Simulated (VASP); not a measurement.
Write the native input for VASP 6.6.1 that does the following.

```yaml
Task: vibrations by finite differences
Functional: PBEsol
Dispersion: D3(BJ)
Potentials_or_basis: VASP PAW PBE potentials, release 64 (P)
Cutoff: 350 eV
k_mesh: 12 × 12 × 12
Occupations: gaussian, width 0.02 eV
Spin: no spin polarisation
Further_INCAR_settings: ALGO = Normal; EDIFF = 1e-08; NBANDS = 12; IBRION = 6; POTIM = 0.015; NSW = 1
```

The structure of P lies in POSCAR:

```
P                                       
1.0
    1.6732293451      0.9660394157      2.7240380875
   -1.6732293451      0.9660394157      2.7240380875
    0.0000000000     -1.9320788202      2.7240380869
  P             
     2
Direct
     0.2437226507681649    0.2437226507681649    0.2437226507671839
     0.7562773492318351    0.7562773492318351    0.7562773492328160
```

This isn't the form of P at room conditions, which is orthorhombic.

The input as run:

INCAR

```
SYSTEM = P
PREC = Accurate
ENCUT = 350
EDIFF = 1E-8
ISMEAR = 0
SIGMA = 0.02
LREAL = .FALSE.
LASPH = .TRUE.
NELM = 100
ALGO = Normal
ISIF = 2
LWAVE = .FALSE.
LCHARG = .FALSE.
GGA = PS
IVDW = 12
NBANDS = 12
IBRION = 6
NFREE = 2
POTIM = 0.015
NSW = 1
```

KPOINTS

```
regular mesh
0
G
  12 12 12
  0 0 0
```

Potentials or basis: VASP PAW PBE potentials, release 64 (P).

Launch:

```sh
$ cat potpaw_PBE.64/P/POTCAR > POTCAR
$ mpirun -np 1 vasp_std > vasp.out
```

It gave:

The highest phonon frequency at Γ is 251 cm⁻¹ and the dispersion energy per atom is -0.430 eV.

Wall time 3.5 min on 1 thread of Intel(R) Xeon(R) Platinum 8259CL CPU @ 2.50GHz (Skylake/Cascade Lake), on a shared host, peak memory 0.3 GiB.
